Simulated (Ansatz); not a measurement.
SiO2 with one atom moved: Quadrupolar parameters

The cell is a Materials Project structure (computed, not necessarily an observed phase), relaxed with PBE at fixed cell and then changed (atom 24 (O) moved by 0.15 Å).

```yaml
crystal:
  lattice:
    - [7.08175, 0.00000, 0.00000]
    - [0.00000, 7.08175, 0.00000]
    - [0.00000, 0.00000, 7.08175]
  atoms:
    - { symbol: Si, position: [0.97713, 0.52287, 0.47713] }
    - { symbol: Si, position: [0.52287, 0.47713, 0.97713] }
    - { symbol: Si, position: [0.47713, 0.97713, 0.52287] }
    - { symbol: Si, position: [0.02287, 0.02287, 0.02287] }
    - { symbol: Si, position: [0.71418, 0.78582, 0.21418] }
    - { symbol: Si, position: [0.78582, 0.21418, 0.71418] }
    - { symbol: Si, position: [0.21418, 0.71418, 0.78582] }
    - { symbol: Si, position: [0.28582, 0.28582, 0.28582] }
    - { symbol: O, position: [0.86072, 0.33283, 0.53261] }
    - { symbol: O, position: [0.36072, 0.16717, 0.46739] }
    - { symbol: O, position: [0.13928, 0.83283, 0.96739] }
    - { symbol: O, position: [0.16717, 0.46739, 0.36072] }
    - { symbol: O, position: [0.96739, 0.13928, 0.83283] }
    - { symbol: O, position: [0.46739, 0.36072, 0.16717] }
    - { symbol: O, position: [0.33283, 0.53261, 0.86072] }
    - { symbol: O, position: [0.53261, 0.86072, 0.33283] }
    - { symbol: O, position: [0.15419, 0.15419, 0.15419] }
    - { symbol: O, position: [0.34581, 0.84581, 0.65419] }
    - { symbol: O, position: [0.65419, 0.34581, 0.84581] }
    - { symbol: O, position: [0.84581, 0.65419, 0.34581] }
    - { symbol: O, position: [0.63928, 0.66717, 0.03261] }
    - { symbol: O, position: [0.03261, 0.63928, 0.66717] }
    - { symbol: O, position: [0.66717, 0.03261, 0.63928] }
    - { symbol: O, position: [0.85401, 0.96739, 0.13928] }
```

Sites (sets of like atoms) are named by element and the number of their first atom in this list.

Computed with Ansatz: DFT, PBE, plane waves and PAW (field gradients read without the response of the frozen cores, which leaves them typically 4 to 6 % off), scalar-relativistic, 420 eV cutoff, Γ-centred 3×3×3 k-points, Fermi–Dirac smearing 0.02 eV.

C_Q = eQV_zz/h, which is 24.18 MHz for Q = 1 b and V_zz = 10²¹ V/m²; η = (V_xx − V_yy)/V_zz.

17O: I = 5/2, Q = -25.58 mb. Q values from Pyykkö, Mol. Phys. 116, 1328 (2018).

```json
{"site": "Si1", "atoms (order as listed)": "1", "first shell": "4 O at 1.61–1.63 Å", "V_zz (10²¹ V/m²)": "-0.089", "η": "0.13", "C_Q (MHz)": "–"}
{"site": "Si2", "atoms (order as listed)": "2", "first shell": "4 O at 1.61–1.63 Å", "V_zz (10²¹ V/m²)": "0.21", "η": "0.89", "C_Q (MHz)": "–"}
{"site": "Si3", "atoms (order as listed)": "3", "first shell": "4 O at 1.61–1.63 Å", "V_zz (10²¹ V/m²)": "-0.21", "η": "0.84", "C_Q (MHz)": "–"}
{"site": "Si4", "atoms (order as listed)": "4", "first shell": "4 O at 1.50–1.63 Å", "V_zz (10²¹ V/m²)": "-2.54", "η": "0.05", "C_Q (MHz)": "–"}
{"site": "Si5", "atoms (order as listed)": "5", "first shell": "4 O at 1.61–1.71 Å", "V_zz (10²¹ V/m²)": "1.62", "η": "0.33", "C_Q (MHz)": "–"}
{"site": "Si6", "atoms (order as listed)": "6", "first shell": "4 O at 1.61–1.62 Å", "V_zz (10²¹ V/m²)": "0.50", "η": "0.23", "C_Q (MHz)": "–"}
{"site": "Si7", "atoms (order as listed)": "7", "first shell": "4 O at 1.61–1.62 Å", "V_zz (10²¹ V/m²)": "0.55", "η": "0.42", "C_Q (MHz)": "–"}
{"site": "Si8", "atoms (order as listed)": "8", "first shell": "4 O at 1.61–1.62 Å", "V_zz (10²¹ V/m²)": "0.33", "η": "0.05", "C_Q (MHz)": "–"}
{"site": "O9", "atoms (order as listed)": "9", "first shell": "2 Si at 1.62–1.63 Å, angle 142°", "V_zz (10²¹ V/m²)": "9.74", "η": "0.22", "C_Q (MHz)": "-6.02"}
{"site": "O10", "atoms (order as listed)": "10", "first shell": "2 Si at 1.62–1.63 Å, angle 142°", "V_zz (10²¹ V/m²)": "9.71", "η": "0.22", "C_Q (MHz)": "-6.00"}
{"site": "O11", "atoms (order as listed)": "11", "first shell": "2 Si at 1.62–1.63 Å, angle 142°", "V_zz (10²¹ V/m²)": "9.39", "η": "0.24", "C_Q (MHz)": "-5.81"}
{"site": "O12", "atoms (order as listed)": "12", "first shell": "2 Si at 1.62–1.63 Å, angle 142°", "V_zz (10²¹ V/m²)": "9.73", "η": "0.22", "C_Q (MHz)": "-6.02"}
{"site": "O13", "atoms (order as listed)": "13", "first shell": "2 Si at 1.62–1.63 Å, angle 142°", "V_zz (10²¹ V/m²)": "9.64", "η": "0.20", "C_Q (MHz)": "-5.96"}
{"site": "O14", "atoms (order as listed)": "14", "first shell": "2 Si at 1.62–1.63 Å, angle 142°", "V_zz (10²¹ V/m²)": "9.73", "η": "0.21", "C_Q (MHz)": "-6.02"}
{"site": "O15", "atoms (order as listed)": "15", "first shell": "2 Si at 1.62–1.63 Å, angle 142°", "V_zz (10²¹ V/m²)": "9.71", "η": "0.22", "C_Q (MHz)": "-6.01"}
{"site": "O16", "atoms (order as listed)": "16", "first shell": "2 Si at 1.62–1.63 Å, angle 142°", "V_zz (10²¹ V/m²)": "9.76", "η": "0.20", "C_Q (MHz)": "-6.04"}
{"site": "O17", "atoms (order as listed)": "17", "first shell": "2 Si at 1.61 Å, angle 180°", "V_zz (10²¹ V/m²)": "10.75", "η": "0.04", "C_Q (MHz)": "-6.65"}
{"site": "O18", "atoms (order as listed)": "18", "first shell": "2 Si at 1.61 Å, angle 180°", "V_zz (10²¹ V/m²)": "10.91", "η": "0.00", "C_Q (MHz)": "-6.75"}
{"site": "O19", "atoms (order as listed)": "19", "first shell": "2 Si at 1.61 Å, angle 180°", "V_zz (10²¹ V/m²)": "10.92", "η": "0.01", "C_Q (MHz)": "-6.75"}
{"site": "O20", "atoms (order as listed)": "20", "first shell": "2 Si at 1.61 Å, angle 180°", "V_zz (10²¹ V/m²)": "11.05", "η": "0.02", "C_Q (MHz)": "-6.83"}
{"site": "O21", "atoms (order as listed)": "21", "first shell": "2 Si at 1.62–1.63 Å, angle 142°", "V_zz (10²¹ V/m²)": "10.04", "η": "0.21", "C_Q (MHz)": "-6.21"}
{"site": "O22", "atoms (order as listed)": "22", "first shell": "2 Si at 1.62–1.63 Å, angle 142°", "V_zz (10²¹ V/m²)": "9.69", "η": "0.22", "C_Q (MHz)": "-6.00"}
{"site": "O23", "atoms (order as listed)": "23", "first shell": "2 Si at 1.62–1.63 Å, angle 142°", "V_zz (10²¹ V/m²)": "9.70", "η": "0.21", "C_Q (MHz)": "-6.00"}
{"site": "O24", "atoms (order as listed)": "24", "first shell": "2 Si at 1.50–1.71 Å, angle 146°", "V_zz (10²¹ V/m²)": "9.66", "η": "0.11", "C_Q (MHz)": "-5.98"}
```

At O9, O10, O11, O12, O13 and O14 and others V_zz runs parallel to the line that joins its two neighbours (within 6°) in each case. At O17, O18, O19 and O20 V_zz points along the line of its two bonds (within 2°) in each case. At Si4 V_zz points along its shortest bond, to O (within 5°).

Si has no stable isotope with a ground-state quadrupole moment in the table, so no C_Q is given.

The atoms aren't relaxed after the move (largest force 7.2 eV/Å).
